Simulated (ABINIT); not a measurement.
# GaN (F-43m) in ABINIT: further runs

Runs on GaN. Level: WC. Tasks: band structure, equation of state.

Program: ABINIT 10.8.3 (patched build). These are calculated values, not measurements. Logs are shortened: lines on timing, memory, paths and dates and some standing lists are left out, and cuts for length are marked. The log counts tension as positive stress, the text compression.

**What was measured.**

A printed reference work, textbook reports, for a bulk crystal of GaN at 0 K: band gap 3.299 eV (direct).

The runs below are set against these values where they give the same quantity.

## Step 1: The crystal as given

It takes space group F-43m (No. 216, cubic). The conventional cell has a = 4.507 Å, b = 4.507 Å, c = 4.507 Å, α = 90.00°, β = 90.00°, γ = 90.00°. Around Ga (site symmetry -43m) lie 4 N at 1.95 Å. N (site symmetry -43m) is surrounded by 4 Ga at 1.95 Å.

The cell is a database's computed one.

## Step 2: Band structure, WC

run.abi reads:

```
# Datasets: ground state, then fixed potential
ndtset 2

# Pseudopotentials
pp_dirpath "./"
pseudos "Ga.GGA_PBE-JTH.xml, N.GGA_PBE-JTH.xml"

# Structure
acell 3.1869311219 3.1869311219 3.1869311219 Angstrom
rprim
     0.0000000000     0.7071067812     0.7071067812
     0.7071067812     0.0000000000     0.7071067812
     0.7071067812     0.7071067812     0.0000000000
ntypat 2
znucl 31 7
natom 2
typat 1 2
xred
     0.0000000000     0.0000000000     0.0000000000
     0.2500000000     0.2500000000     0.2500000000

# Plane-wave basis
ecut 25.0
pawecutdg 47.0

# Exchange and correlation
ixc 23

# Bands and occupations
occopt 3
tsmear 0.05 eV

# SCF cycle
nstep 100

# Output
iomode 3
prtwf 0
prteig 0
prtebands 0
prtden1 1

# Dataset 1
kptopt1 1
ngkpt1 10 10 10
nshiftk1 1
shiftk1 0.0 0.0 0.0
nband1 13
tolvrs1 1.0e-9

# Dataset 2: bands along G-X-W-K-G-L-U-W-L-K
iscf2 -2
getden2 1
nband2 17
nbdbuf2 2
tolwfr2 1.0e-12
kptopt2 -9
ndivsm2 5
prteig2 1
kptbounds2
     0.0000000000     0.0000000000     0.0000000000
     0.5000000000     0.0000000000     0.5000000000
     0.5000000000     0.2500000000     0.7500000000
     0.3750000000     0.3750000000     0.7500000000
     0.0000000000     0.0000000000     0.0000000000
     0.5000000000     0.5000000000     0.5000000000
     0.6250000000     0.2500000000     0.6250000000
     0.5000000000     0.2500000000     0.7500000000
     0.5000000000     0.5000000000     0.5000000000
     0.3750000000     0.3750000000     0.7500000000
```

Potentials or basis: JTH PAW PBE v2.0.

Command:

```
abinit run.abi > log 2>&1
```

run.abo:

```text
.Version 10.8.3 of ABINIT
 DATASET    1 : space group F-4 3 m (#216); Bravais cF (face-center cubic)
================================================================================
 Values of the parameters that define the memory need for DATASET  1.
     intxc =       0    ionmov =       0      iscf =      17    lmnmax =      18
     lnmax =       6     mgfft =      30  mpssoang =       3    mqgrid =    3001
     natom =       2  nloc_mem =       2    nspden =       1   nspinor =       1
    nsppol =       1      nsym =      24    n1xccc =       1    ntypat =       2
    occopt =       3   xclevel =       2
       mpw =         938          nfft =       27000          nkpt =          47
 PAW method is used; the additional fine FFT grid is defined by:
   mgfftf=        40    nfftf =     64000
================================================================================
================================================================================

 DATASET    2 : space group F-4 3 m (#216); Bravais cF (face-center cubic)
================================================================================
 Values of the parameters that define the memory need for DATASET  2.
     intxc =       0    ionmov =       0      iscf =      -2    lmnmax =      18
     lnmax =       6     mgfft =      30  mpssoang =       3    mqgrid =    3001
     natom =       2  nloc_mem =       2    nspden =       1   nspinor =       1
    nsppol =       1      nsym =      24    n1xccc =       1    ntypat =       2
    occopt =       3   xclevel =       2
       mpw =         938          nfft =       27000          nkpt =          87
 PAW method is used; the additional fine FFT grid is defined by:
   mgfftf=        40    nfftf =     64000
================================================================================
================================================================================

--------------------------------------------------------------------------------
------------- Echo of variables that govern the present computation ------------
--------------------------------------------------------------------------------
 -outvars: echo values of preprocessed input variables --------
            acell      6.0224270025E+00  6.0224270025E+00  6.0224270025E+00 Bohr
              amu      6.97230000E+01  1.40067400E+01
             ecut      2.50000000E+01 Hartree
           getden1          0
           getden2          1
             iscf1         17
             iscf2         -2
                       outvar_i_n : Printing only first  50 k-points.
              ixc          23
           jdtset        1    2
                       outvar_i_n : Printing only first  50 k-points.
           kptopt1          1
           kptopt2         -9
         kptrlatt       10    0    0      0   10    0      0    0   10
          kptrlen1     6.02242700E+01
          kptrlen2     3.00000000E+01
            natom           2
            nband1         13
            nband2         17
           nbdbuf1          0
           nbdbuf2          2
           ndtset           2
           ndivsm1          0
           ndivsm2          5
            ngfft          30      30      30
          ngfftdg          40      40      40
             nkpt1         47
             nkpt2         87
            nstep         100
             nsym          24
           ntypat           2
           occopt           3
        pawecutdg      4.70000000E+01 Hartree
         pawxcdev           0
        prtebands           0
           prteig1          0
           prteig2          1
            prtwf           0
            rprim      0.0000000000E+00  7.0710678120E-01  7.0710678120E-01
                       7.0710678120E-01  0.0000000000E+00  7.0710678120E-01
                       7.0710678120E-01  7.0710678120E-01  0.0000000000E+00
           shiftk1     0.00000000E+00  0.00000000E+00  0.00000000E+00
           shiftk2     5.00000000E-01  5.00000000E-01  5.00000000E-01
[... 257 lines left out ...]
         ecut(hartree)=     25.000   => boxcut(ratio)=   2.21563

 getcut : COMMENT -
  Note that boxcut > 2.2 ; recall that boxcut=Gcut(box)/Gcut(sphere) = 2
  is sufficient for exact treatment of convolution.
  Such a large boxcut is a waste : you could raise ecut
  e.g. ecut=   30.681261 Hartrees makes boxcut=2

 Fine grid specifications (used for densities):

 getcut: wavevector=  0.0000  0.0000  0.0000  ngfft=  40  40  40
         ecut(hartree)=     47.000   => boxcut(ratio)=   2.15216
--------------------------------------------------------------------------------

================================================================================
 Non-SCF case, kpt    1 (  0.00000  0.00000  0.00000), residuals and eigenvalues=
  9.54E-13  3.61E-13  2.55E-13  4.01E-13  2.23E-13  4.37E-13  1.40E-13  6.27E-13
  9.15E-13  8.22E-13  9.13E-13  9.19E-13  9.24E-13  7.59E-13  5.81E-13  5.49E-11
  2.77E-07
 -3.8018E-01 -2.8920E-01 -2.8920E-01 -2.8920E-01 -2.7747E-01 -2.7747E-01
  2.0503E-01  2.0503E-01  2.0503E-01  2.6557E-01  5.7959E-01  5.7959E-01
  5.7959E-01  8.4286E-01  8.9131E-01  8.9131E-01  8.9131E-01
 Non-SCF case, kpt    2 (  0.03571  0.00000  0.03571), residuals and eigenvalues=
  8.57E-13  2.32E-13  5.85E-13  9.63E-13  2.76E-13  7.45E-13  3.38E-13  4.99E-13
  7.62E-13  9.85E-13  4.58E-13  3.54E-13  5.78E-13  5.87E-13  6.72E-13  2.44E-10
  1.19E-08
[... 584 lines left out ...]
 Non-SCF case, kpt   86 (  0.38889  0.38889  0.72222), residuals and eigenvalues=
  4.14E-13  3.06E-13  7.84E-13  3.76E-13  7.43E-13  2.03E-13  3.47E-13  2.00E-13
  7.98E-13  6.53E-13  5.54E-13  4.89E-13  7.99E-13  2.33E-13  4.49E-13  1.99E-08
  9.03E-07
 -3.4065E-01 -2.8505E-01 -2.8027E-01 -2.7962E-01 -2.7621E-01 -2.0978E-01
 -1.3519E-02  4.7210E-02  1.2908E-01  3.9382E-01  4.9199E-01  5.9778E-01
  6.6427E-01  7.1076E-01  9.3571E-01  1.0418E+00  1.0906E+00
 Non-SCF case, kpt   87 (  0.37500  0.37500  0.75000), residuals and eigenvalues=
  2.98E-13  3.00E-13  5.77E-13  9.52E-13  5.32E-13  6.69E-13  3.28E-13  3.11E-13
  4.42E-13  2.59E-13  5.33E-13  2.76E-13  2.50E-13  5.70E-13  7.37E-13  6.06E-08
  2.40E-06
 -3.4036E-01 -2.8504E-01 -2.7974E-01 -2.7972E-01 -2.7603E-01 -2.0858E-01
 -1.2469E-02  4.6782E-02  1.2442E-01  3.8407E-01  4.9047E-01  6.0607E-01
  6.7267E-01  6.9967E-01  9.5458E-01  1.0425E+00  1.1039E+00

--- !ResultsGS
iteration_state: {dtset: 2, }
comment   : Summary of ground state results
lattice_vectors:
- [  0.0000000,   4.2584990,   4.2584990, ]
- [  4.2584990,   0.0000000,   4.2584990, ]
- [  4.2584990,   4.2584990,   0.0000000, ]
lattice_lengths: [   6.02243,    6.02243,    6.02243, ]
lattice_angles: [ 60.000,  60.000,  60.000, ] # degrees, (23, 13, 12)
lattice_volume:   1.5445417E+02
convergence: {deltae:  0.000E+00, res2:  0.000E+00, residm:  9.998E-13, diffor:  0.000E+00, }
etotal    :  -8.91729879E+01
entropy   :   0.00000000E+00
fermie    :   2.36925022E-01
cartesian_stress_tensor: null
pressure_GPa: null
xred      :
- [  0.0000E+00,   0.0000E+00,   0.0000E+00, Ga]
- [  2.5000E-01,   2.5000E-01,   2.5000E-01,  N]
cartesian_forces: null
force_length_stats: {min: null, max: null, mean: null, }
...

 Integrated electronic density in atomic spheres:
 ------------------------------------------------
 Atom  Sphere_radius  Integrated_density
    1        2.10359         11.19133799
    2        1.20497          2.56425216

================================================================================

 ----iterations are completed or convergence reached----

 Mean square residual over all n,k,spin=   49.131E-14; max=  99.977E-14
 reduced coordinates (array xred) for    2 atoms
       0.000000000000      0.000000000000      0.000000000000
       0.250000000000      0.250000000000      0.250000000000

 cartesian coordinates (angstrom) at end:
    1      0.00000000000000     0.00000000000000     0.00000000000000
    2      1.12675030375641     1.12675030375641     1.12675030375641
 length scales=  6.022427002523  6.022427002523  6.022427002523 bohr
              =  3.186931121900  3.186931121900  3.186931121900 angstroms
 Eigenvalues (hartree) for nkpt=  87  k points:
 kpt#   1, nband= 17, wtk=  1.00000, kpt=  0.0000  0.0000  0.0000 (reduced coord)
  -0.38018   -0.28920   -0.28920   -0.28920   -0.27747   -0.27747    0.20503    0.20503
   0.20503    0.26557    0.57959    0.57959    0.57959    0.84286    0.89131    0.89131
   0.89131
 kpt#   2, nband= 17, wtk=  1.00000, kpt=  0.0357  0.0000  0.0357 (reduced coord)
  -0.37946   -0.28907   -0.28907   -0.28905   -0.27753   -0.27744    0.19711    0.20345
   0.20345    0.27373    0.57496    0.58118    0.58118    0.84368    0.86246    0.89461
   0.89461
 kpt#   3, nband= 17, wtk=  1.00000, kpt=  0.0714  0.0000  0.0714 (reduced coord)
  -0.37733   -0.28870   -0.28870   -0.28857   -0.27768   -0.27733    0.18002    0.19885
   0.19885    0.29136    0.56240    0.58585    0.58585    0.80330    0.87330    0.90446
   0.90446
 kpt#   4, nband= 17, wtk=  1.00000, kpt=  0.1071  0.0000  0.1071 (reduced coord)
  -0.37394   -0.28810   -0.28810   -0.28770   -0.27789   -0.27716    0.16019    0.19168
   0.19168    0.31162    0.54477    0.59327    0.59327    0.75637    0.90225    0.92069
   0.92069
 kpt#   5, nband= 17, wtk=  1.00000, kpt=  0.1429  0.0000  0.1429 (reduced coord)
[... 317 lines left out ...]
   0.14121    0.41625    0.48104    0.58219    0.63999    0.75045    0.91410    0.99204
   1.06362
 kpt#  85, nband= 17, wtk=  1.00000, kpt=  0.4028  0.4028  0.6944 (reduced coord)
  -0.34119   -0.28514   -0.28107   -0.27936   -0.27626   -0.21258   -0.01876    0.05696
   0.13479    0.40499    0.48883    0.58856    0.65316    0.72849    0.92221    1.02721
   1.07196
 kpt#  86, nband= 17, wtk=  1.00000, kpt=  0.3889  0.3889  0.7222 (reduced coord)
  -0.34065   -0.28505   -0.28027   -0.27962   -0.27621   -0.20978   -0.01352    0.04721
   0.12908    0.39382    0.49199    0.59778    0.66427    0.71076    0.93571    1.04180
   1.09060
 kpt#  87, nband= 17, wtk=  1.00000, kpt=  0.3750  0.3750  0.7500 (reduced coord)
  -0.34036   -0.28504   -0.27974   -0.27972   -0.27603   -0.20858   -0.01247    0.04678
   0.12442    0.38407    0.49047    0.60607    0.67267    0.69967    0.95458    1.04253
   1.10392

== END DATASET(S) ==============================================================
================================================================================

 -outvars: echo values of variables after computation  --------
            acell      6.0224270025E+00  6.0224270025E+00  6.0224270025E+00 Bohr
           etotal1    -8.9172987911E+01
            fcart1    -9.8796740074E-31  2.7421603897E-47  9.8796740074E-31
                       9.8796740074E-31 -2.7421603897E-47 -9.8796740074E-31
            rprim      0.0000000000E+00  7.0710678120E-01  7.0710678120E-01
                       7.0710678120E-01  0.0000000000E+00  7.0710678120E-01
                       7.0710678120E-01  7.0710678120E-01  0.0000000000E+00
           strten1     2.4674877074E-05  2.4674877074E-05  2.4674877074E-05
                       0.0000000000E+00  0.0000000000E+00  0.0000000000E+00
           xangst      0.0000000000E+00  0.0000000000E+00  0.0000000000E+00
                       1.1267503038E+00  1.1267503038E+00  1.1267503038E+00
             xred      0.0000000000E+00  0.0000000000E+00  0.0000000000E+00
                       2.5000000000E-01  2.5000000000E-01  2.5000000000E-01
 Calculation completed.
```

Wall time 38 s (1 thread of Arm Neoverse V2, shared host); peak memory 0.11 GiB.

Results:

* Free energy: -2426.5206 eV
* Band gap on the k mesh: 1.65 eV, direct
* Valence electrons inside the program's atomic spheres: Ga 11.19; N 2.56

Levels at the corners of the path, in eV from the valence-band top:
```
point  band 7  band 8  band 9  band 10  band 11  band 12
    Γ    0.00    0.00    0.00     1.65    10.19    10.19
    X   -6.18   -2.73   -2.73     3.22     6.53    11.54
    W   -5.75   -3.74   -3.69     6.11     8.31    10.16
    K   -5.92   -4.31   -2.19     4.87     7.77    10.91
    Γ    0.00    0.00    0.00     1.65    10.19    10.19
    L   -7.11   -0.98   -0.98     4.53     8.61    10.25
    U   -5.92   -4.31   -2.19     4.87     7.77    10.91
    W   -5.75   -3.74   -3.69     6.11     8.31    10.16
    L   -7.11   -0.98   -0.98     4.53     8.61    10.25
    K   -5.92   -4.31   -2.19     4.87     7.77    10.91
```

Caveat: the cutoff is too short for stress, so the log's stress isn't used; the PAW data sets were made with another functional, which shifts forces and pressure a little.

## Step 3: Equation of state, WC

run.abi reads:

```
ndtset 7
getwfk -1
scalecart1 3*0.9795861087
scalecart2 3*0.9864848297
scalecart3 3*0.9932883884
scalecart4 3*1.0000000000
scalecart5 3*1.0066227096
scalecart6 3*1.0131594038
scalecart7 3*1.0196128224

pp_dirpath "./"
pseudos "Ga.GGA_PBE-JTH.xml, N.GGA_PBE-JTH.xml"

acell 3.1869311219 3.1869311219 3.1869311219 Angstrom
rprim
     0.0000000000     0.7071067812     0.7071067812
     0.7071067812     0.0000000000     0.7071067812
     0.7071067812     0.7071067812     0.0000000000
ntypat 2
znucl 31 7
natom 2
typat 1 2
xred
     0.0000000000     0.0000000000     0.0000000000
     0.2500000000     0.2500000000     0.2500000000

ecut 25.0
pawecutdg 47.0

kptopt 1
ngkpt 10 10 10
nshiftk 1
shiftk 0.0 0.0 0.0

ixc 23

nband 13
occopt 3
tsmear 0.05 eV

nstep 100
tolvrs 1.0e-9

iomode 3
prtwf 1
prtden 0
prteig 0
prtebands 0
```

Potentials or basis: JTH PAW PBE v2.0.

Command:

```
abinit run.abi > log 2>&1
```

Wall time 1.8 min (1 thread of Arm Neoverse V2, shared host); peak memory 0.14 GiB.

The run converged. Its results:

| Quantity | Value |
| --- | --- |
| Equilibrium volume | 11.42 Å³/atom |
| Bulk modulus | 188 GPa |
| Pressure derivative of the bulk modulus | 4.5 |

Energy against volume, from the lowest point:
```csv
volume (Å³/atom),energy (meV/atom)
10.757,25.21
10.986,10.41
11.215,2.23
11.444,0.00
11.673,3.14
11.902,11.02
12.131,23.19
```

Caveat: the cutoff is too short for stress, so the log's stress isn't used; pressures at fixed basis lie under the slope of the energies; the PAW data sets were made with another functional, which shifts forces and pressure a little.

## Step 4: Comparison with measurements

Step 2. A measured gap of GaN is 3.299 eV (direct; 0 K; a printed reference work, textbook); the calculated 1.65 eV misses it by -1.65 eV. So large a miss can be the level of theory's own, or it may mean another phase, state or a wrong row. Spin-orbit coupling on Ga is left out. The value is that of WC, without temperature or zero-point motion. Semilocal functionals fall short of measured gaps as a rule. The cell is a database's relaxed one, not the measured one, which moves gaps too.
